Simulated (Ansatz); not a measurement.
**Ca: how the energy converges with the cutoff**

Ca, Cmcm, a = 3.943 Å, b = 6.791 Å, c = 6.509 Å. This isn't the element's structure at ambient conditions. Ansatz: PBE, PAW, cutoff varied, Γ-centred 12×12×8 mesh on 2 atoms, Gaussian smearing 0.10 eV; no spin polarisation. Single points at one geometry, the cutoff alone changed; ΔE is the energy at zero smearing over the run at 600 eV (runs within 0.3 meV/atom of it are left out). The runs up to 350 eV lie under the cutoff recommended for these PAW datasets.

```tsv
cutoff (eV)	ΔE (meV/atom)
200	1344.24
250	169.77
300	15.48
350	1.14
420	?
```

Assume ΔE falls exponentially with the cutoff, fit y = ln ΔE against x, the cutoff in eV, to the other rows, and predict the missing value.

y = 7.204, 5.134, 2.740, 0.131. Means x = 275.0, y = 3.8023; Σ(Δx)² = 12500, ΣΔxΔy = -590.3; the slope is their ratio. y = 16.79 − 0.04723 x, a factor of ten per 49 eV. At 420 eV this gives ΔE = 0.05 meV/atom. The run gave 0.39, a ratio of 0.13. Between neighbouring rows the decay runs from a factor of ten per 44 eV to one per 150 eV, so one exponential is only a rough guide. The fast fall gives way to a slow tail, so a fit to low cutoffs promises convergence too early.